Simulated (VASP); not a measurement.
MgSe:

```xyz
2
Lattice="0.0000 2.7255 2.7255 2.7255 0.0000 2.7255 2.7255 2.7255 0.0000" Properties=species:S:1:pos:R:3 pbc="T T T"
Se    2.7255    2.7255    2.7255
Mg    0.0000    0.0000    0.0000
```

Program: VASP 6.6.1. Alike in all runs: level PBE; potentials or basis VASP PAW PBE potentials, release 64 (Se, Mg); cell as given; smearing gaussian 0.02 eV. Hardware: 1 thread of Intel(R) Xeon(R) Platinum 8488C (Sapphire Rapids), on a shared host.

**Question.** Order these runs on this cell by their wall time, lowest first.
A. task band structure; spin off; k mesh 8 × 8 × 8; cutoff (eV) 520; mesh quality not flagged
B. task band structure; spin non-collinear, zero start, SOC; k mesh 8 × 8 × 8; cutoff (eV) 520; mesh quality not flagged
C. task band structure; spin off; k mesh 4 × 4 × 4; cutoff (eV) 250; mesh quality coarse
D. task single point; spin off; k mesh 3 × 3 × 3; cutoff (eV) 520; mesh quality coarse

**Answer.** D (4.7 s), C (11 s), A (44 s), B (170 s).

Caveats: some runs use coarse meshes.
